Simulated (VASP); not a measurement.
# Ag (I4/mmm) in VASP: further runs, part 2 of 2

VASP 6.6.1.

### 3 Single point, PBEsol (strain +0.1000 x Voigt [1, 1, 0, 0, 0, 0], atoms carried along)

Contents of INCAR:

```
ALGO = Fast ; EDIFF = 1E-7
ENCUT = 520 ; GGA = PS
ISIF = 2 ; ISMEAR = 0
LASPH = T ; LCHARG = F
LREAL = F ; LWAVE = F
NBANDS = 12 ; NELM = 100
PREC = Accurate ; SIGMA = 0.15
```

Contents of KPOINTS:

```
k-points
0
Gamma
  20 20 20
```

Contents of POSCAR:

```
Ag
1.0
   -1.8212194000      1.8212194000      1.6556540000
    1.8212194000     -1.8212194000      1.6556540000
    1.8212194000      1.8212194000     -1.6556540000
Ag
1
Direct
    0.0000000000      0.0000000000      0.0000000000
```

Potentials or basis: VASP PAW PBE potentials, release 64 (Ag).

Command:

```console
$ cat potpaw_PBE.64/Ag/POTCAR > POTCAR
$ mpirun -np 1 vasp_std > vasp.out
```

OUTCAR:

```text
EDIFF = 1E-7
   ENCUT = 520
   GGA = PS
   ISIF = 2
   ISMEAR = 0
   LASPH = T
   LREAL = F
   NELM = 100
   PREC = Accurate

 ion  position               nearest neighbor table
   1  0.000  0.000  0.000-

  LATTYP: Found a body centered tetragonal cell.
 ALAT       =     3.6424388000
 C/A-ratio  =     0.9090909091

  Lattice vectors:

 A1 = (  -1.8212194000,   1.8212194000,   1.6556540000)
 A2 = (   1.8212194000,  -1.8212194000,   1.6556540000)
 A3 = (   1.8212194000,   1.8212194000,  -1.6556540000)

Analysis of symmetry for initial positions (statically):
=====================================================================
 Subroutine PRICEL returns:
 Original cell was already a primitive cell.

 Routine SETGRP: Setting up the symmetry group for a
 body centered tetragonal supercell.

 Subroutine GETGRP returns: Found 16 space group operations
 (whereof 16 operations were pure point group operations)
 out of a pool of 16 trial point group operations.

The static configuration has the point symmetry D_4h.

Analysis of symmetry for dynamics (positions and initial velocities):
=====================================================================
 Subroutine PRICEL returns:
 Original cell was already a primitive cell.

 Routine SETGRP: Setting up the symmetry group for a
 body centered tetragonal supercell.

 Subroutine GETGRP returns: Found 16 space group operations
 (whereof 16 operations were pure point group operations)
 out of a pool of 16 trial point group operations.

The dynamic configuration has the point symmetry D_4h.

 Subroutine INISYM returns: Found 16 space group operations
 (whereof 16 operations are pure point group operations),
 and found     1 'primitive' translations

----------------------------------------------------------------------------------------

                                     Primitive cell

  volume of cell :      21.9662
[... 114 lines left out ...]
   AEXX    =    0.0000 exact exchange contribution
   IVDW    =     0    specifies the selected vdW correction
   LEPSILON=     F    determine dielectric tensor
   LRPA    =     F    only Hartree local field effects (RPA)
 non-spin polarized calculation
 RMM-DIIS sequential band-by-band and
 Gauss-broadening in eV      SIGMA  =   0.15
  energy-cutoff  :      520.00
  volume of cell :       21.97
 maximum number of plane-waves:       606
   NGX = 11   NGY = 11   NGZ = 11

 number of electron      11.0000000 magnetization

 Free energy of the ion-electron system (eV)
  ---------------------------------------------------
  ext. energy  EPLUGINS =         0.00000000
  ---------------------------------------------------
  free energy    TOTEN  =        -2.95874973 eV

  energy without entropy =       -2.95508413  energy(sigma->0) =       -2.95691693

 E-fermi :   5.2001     XC(G=0): -10.9634

 val. band max:        5.1948772012   @ k =  -0.4500   0.4500   0.1000
 cond. band min:       5.2030046538   @ k =   0.4500   0.0000  -0.0000
 fundamental gap:      0.0081274526
 Fermi energy:         5.2000694027

 k-point     1 :       0.0000    0.0000    0.0000
  band No.  band energies     occupation
      1      -0.9614      2.00000
      2       0.9025      2.00000
      3       1.2096      2.00000
      4       1.2096      2.00000
      5       1.7564      2.00000
      6       2.0954      2.00000
      7      21.3486      0.00000
      8      21.3486      0.00000
      9      23.1344      0.00000
     10      24.7231      0.00000
     11      24.7231      0.00000
     12      26.0134      0.00000
[... 331 lines left out ...]
 k-point    24 :      -0.3500    0.0500    0.0000
  band No.  band energies     occupation
      1       0.3353      2.00000
      2       0.6506      2.00000
      3       1.9238      2.00000
      4       1.9449      2.00000
      5       2.0398      2.00000
      6       2.8009      2.00000
      7      13.1568      0.00000
      8      17.3211      0.00000
      9      18.3071      0.00000
     10      21.8876      0.00000
     11      22.9692      0.00000
     12      27.3694      0.00000

 [... further k-points ...]

------------------------ aborting loop because EDIFF is reached ----------------------------------------

  FORCE on cell =-STRESS in cart. coord.  units (eV):
  Direction    XX          YY          ZZ          XY          YZ          ZX
  --------------------------------------------------------------------------------------
  -------------------------------------------------------------------------------------
  Total       -1.9542520     -1.9542520     -2.0030088      0.0000000     -0.0000000     -0.0000000
  in kB     -142.5400962   -142.5400962   -146.0963352      0.0000000     -0.0000000     -0.0000000
  external PRESSURE =    -143.7255092 kB  Pullay stress =       0.0000000 kB

 VOLUME and BASIS-vectors are now :
 -----------------------------------------------------------------------------
  energy-cutoff  :      520.00
  volume of cell :       21.97
      direct lattice vectors                 reciprocal lattice vectors
    -1.821219400  1.821219400  1.655654000     0.000000000  0.274541332  0.301995465
     1.821219400 -1.821219400  1.655654000     0.274541332  0.000000000  0.301995465
     1.821219400  1.821219400 -1.655654000     0.274541332  0.274541332  0.000000000

 POSITION                                       TOTAL-FORCE (eV/Angst)
 -----------------------------------------------------------------------------------
      0.00000      0.00000      0.00000        -0.000000      0.000000      0.000000
 -----------------------------------------------------------------------------------
    total drift:                                0.000000      0.000000      0.000000

  FREE ENERGIE OF THE ION-ELECTRON SYSTEM (eV)
  ---------------------------------------------------
  free  energy   TOTEN  =        -2.9587497342 eV

  energy  without entropy=       -2.9550841311  energy(sigma->0) =       -2.95691693
```

OSZICAR:

```text
N       E                     dE             d eps       ncg     rms          rms(c)
DAV:   1     0.502136962980E+02    0.50214E+02   -0.52665E+03 15568   0.794E+02
DAV:   2    -0.241651366037E+01   -0.52630E+02   -0.49453E+02 17764   0.181E+02
DAV:   3    -0.319655323277E+01   -0.78004E+00   -0.77950E+00 17920   0.240E+01
DAV:   4    -0.319897646678E+01   -0.24232E-02   -0.24231E-02 17232   0.140E+00
DAV:   5    -0.319899930282E+01   -0.22836E-04   -0.22836E-04 17756   0.126E-01    0.320E+00
RMM:   6    -0.296292562818E+01    0.23607E+00   -0.46686E-01 15412   0.595E+00    0.202E+00
RMM:   7    -0.296045272220E+01    0.24729E-02   -0.55307E-03 16724   0.813E-01    0.125E+00
RMM:   8    -0.295875618348E+01    0.16965E-02   -0.44081E-04 17241   0.225E-01    0.129E-01
RMM:   9    -0.295874767710E+01    0.85064E-05   -0.57111E-05 17753   0.654E-02    0.364E-02
RMM:  10    -0.295874940059E+01   -0.17235E-05   -0.10777E-05 17482   0.303E-02    0.339E-03
RMM:  11    -0.295874967614E+01   -0.27556E-06   -0.23850E-06 17430   0.107E-02    0.333E-03
RMM:  12    -0.295874979817E+01   -0.12203E-06   -0.28269E-07 14935   0.362E-03    0.557E-03
RMM:  13    -0.295874973418E+01    0.63988E-07   -0.13291E-07 13038   0.289E-03
   1 F= -.29587497E+01 E0= -.29569169E+01  d E =-.366560E-02
```

Run time: 57 s. Hardware: 1 thread of Intel Xeon Platinum 8488C (Sapphire Rapids), shared host; peak memory 0.27 GiB.

Results:

```
Free energy            : -2.9587 eV
Pressure               : -14.4 GPa
Band gap on the k mesh : none (metal or under the smearing width)
```

Caveat: the PAW data sets were made with another functional, which shifts forces and pressure a little.

### 4 Single point, PBEsol (strain +0.0250 x Voigt [1, 1, 0, 0, 0, 0], atoms carried along)

Contents of INCAR:

```
PREC     = Accurate       # precision mode
ENCUT    = 520            # plane-wave cutoff, eV
EDIFF    = 1E-6           # SCF threshold, eV
ISMEAR   = 0              # smearing method
SIGMA    = 0.15           # smearing width, eV
LREAL    = F              # projectors in reciprocal space
LASPH    = T              # aspherical terms in the spheres
NELM     = 100            # most SCF steps
ALGO     = Fast           # electronic algorithm
ISIF     = 2              # what is computed and relaxed
LWAVE    = F              # write WAVECAR
LCHARG   = F              # write CHGCAR
GGA      = PS             # functional
NBANDS   = 12             # bands
```

Contents of KPOINTS:

```
regular mesh
0
Gamma
  20 20 20
```

Contents of POSCAR:

```
Ag
1.0
   -1.6970453500      1.6970453500      1.6556540000
    1.6970453500     -1.6970453500      1.6556540000
    1.6970453500      1.6970453500     -1.6556540000
Ag
1
Direct
    0.0000000000      0.0000000000      0.0000000000
```

Command:

```console
$ cat potpaw_PBE.64/Ag/POTCAR > POTCAR
$ mpirun -np 1 vasp_std > vasp.out
```

Run time: 48 s. Hardware: 1 thread of Intel Xeon Platinum 8488C (Sapphire Rapids), shared host; peak memory 0.25 GiB.

It converged, with:

| Quantity | Value |
| --- | --- |
| Free energy | -3.1862 eV |
| Pressure | -10.2 GPa |
| Band gap on the k mesh | none (metal or under the smearing width) |

Stress tensor (GPa, compression positive):
```
-10.06   0.00   0.00
  0.00 -10.06   0.00
  0.00   0.00 -10.54
```

Levels at points of the mesh, in eV from the Fermi level:
```csv
k point,band 2,band 3,band 4,band 5,band 6,band 7,band 8,band 9,band 10,band 11
"(0.00, 0.00, 0.00)",-4.56,-4.46,-4.46,-3.44,-3.33,17.36,17.36,17.78,21.98,21.98
"(0.50, 0.00, 0.00)",-5.18,-3.41,-3.25,-2.54,0.18,3.60,12.74,13.27,18.48,19.38
"(0.50, 0.50, 0.00)",-5.07,-3.51,-3.31,-2.56,0.05,3.37,13.14,13.80,18.88,19.95
"(0.50, 0.50, 0.50)",-5.67,-2.76,-2.76,-2.73,6.31,6.31,6.98,11.17,12.34,12.85
```

Caveat: the PAW data sets were made with another functional, which shifts forces and pressure a little.

### 5 Single point, PBEsol (strain -0.0500 x Voigt [1, 1, 0, 0, 0, 0], atoms carried along)

Contents of INCAR:

```
SYSTEM = Ag
PREC = Accurate
ENCUT = 520
EDIFF = 1E-6
ISMEAR = 0
SIGMA = 0.15
LREAL = .FALSE.
LASPH = .TRUE.
NELM = 100
ALGO = Fast
ISIF = 2
LWAVE = .FALSE.
LCHARG = .TRUE.
GGA = PS
LELF = .TRUE.
LVHAR = .TRUE.
NBANDS = 12
```

Contents of KPOINTS:

```
Automatic mesh
0
G
  20 20 20
  0 0 0
```

Contents of POSCAR:

```
Ag
1.0
   -1.5728713000      1.5728713000      1.6556540000
    1.5728713000     -1.5728713000      1.6556540000
    1.5728713000      1.5728713000     -1.6556540000
Ag
1
Direct
    0.0000000000      0.0000000000      0.0000000000
```

Command:

```console
$ cat potpaw_PBE.64/Ag/POTCAR > POTCAR
$ mpirun -np 1 vasp_std > vasp.out
```

Run time: 49 s. Hardware: 1 thread of Intel Xeon Platinum 8488C (Sapphire Rapids), shared host; peak memory 0.23 GiB.

The run converged. Its results:

| Quantity | Value |
| --- | --- |
| Free energy | -3.2697 eV |
| Pressure | 2.7 GPa |
| Band gap on the k mesh | none (metal or under the smearing width) |

Stress tensor (GPa, compression positive):
```
2.41 0.00 0.00
0.00 2.41 0.00
0.00 0.00 3.42
```

Levels at points of the mesh, in eV from the Fermi level:
```tsv
k point	band 2	band 3	band 4	band 5	band 6	band 7	band 8	band 9	band 10	band 11
(0.00, 0.00, 0.00)	-5.14	-5.14	-4.89	-3.78	-3.51	17.49	18.35	18.35	24.01	24.78
(0.50, 0.00, 0.00)	-5.81	-3.86	-3.47	-2.56	-0.35	4.21	13.71	15.22	20.82	22.27
(0.50, 0.50, 0.00)	-6.10	-3.50	-3.40	-2.50	-0.03	4.72	12.92	14.01	19.95	20.99
(0.50, 0.50, 0.50)	-6.63	-2.85	-2.77	-2.77	5.96	7.47	7.47	12.59	14.21	14.41
```

Caveat: the PAW data sets were made with another functional, which shifts forces and pressure a little.

### 6 Summary

```csv
cell,further INCAR settings,gap on the mesh (eV),pressure (GPa)
"strain +0.0750 x Voigt [1, 1, 0, 0, 0, 0], atoms carried along",ALGO = Fast; EDIFF = 1e-07; NBANDS = 12,none,-13.6
"strain +0.1000 x Voigt [1, 1, 0, 0, 0, 0], atoms carried along",ALGO = Fast; EDIFF = 1e-07; NBANDS = 12,none,-14.4
"strain +0.0250 x Voigt [1, 1, 0, 0, 0, 0], atoms carried along",ALGO = Fast; EDIFF = 1e-06; NBANDS = 12,none,-10.2
"strain -0.0500 x Voigt [1, 1, 0, 0, 0, 0], atoms carried along",ALGO = Fast; EDIFF = 1e-06; NBANDS = 12,none,2.7
```

Alike in all rows: task single point; level PBEsol; potentials or basis VASP PAW PBE potentials, release 64 (Ag); no spin polarisation; k mesh 20 × 20 × 20; cutoff (eV) 520; smearing gaussian 0.15 eV.

Caveats: the PAW data sets were made with another functional, which shifts forces and pressure a little.

Total energies depend on the potentials used, so only differences within one code and one set of settings carry meaning.
